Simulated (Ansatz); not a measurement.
Stackings of close-packed layers of RbBr (capitals for Rb, lower case for the other element), each relaxed to a stress under 0.05 GPa; energies count from the stacking AcBaCb (Fm-3m).

The calculation used DFT PBE, scalar-relativistic, plane waves, PAW (Ansatz 0.2.0).

Cutoff 420 eV, Gaussian smearing of 0.02 eV, energies at zero smearing, symmetry of each start kept, no spin polarisation.

```tsv
start	atoms	k mesh	excess energy (meV/atom)	spacing of like layers (Å)	a (Å)	gap on the mesh (eV)
AbAc	4	6×6×3	24.8	4.253	4.840	4.14
AcBc	4	6×6×3	26.9	4.262	4.834	3.85
AcBcAbCb	8	6×6×2	14.3	4.181	4.890	4.01
AcBaCbAbCaBc	12	6×6×1	9.8	4.139	4.912	4.06
AcBcAbCaBc	10	6×6×2	11.6	4.147	4.909	4.00
AcBcAbCbAbCaBc	14	6×6×1	16.2	4.190	4.880	3.97
```

An odd mesh misses points on the zone edge, so a gap read on it can be too wide.

Cost: 6 runs of about 2.2 core-minutes in all, on AMD EPYC 9R45 (Zen 5) (shared hosts).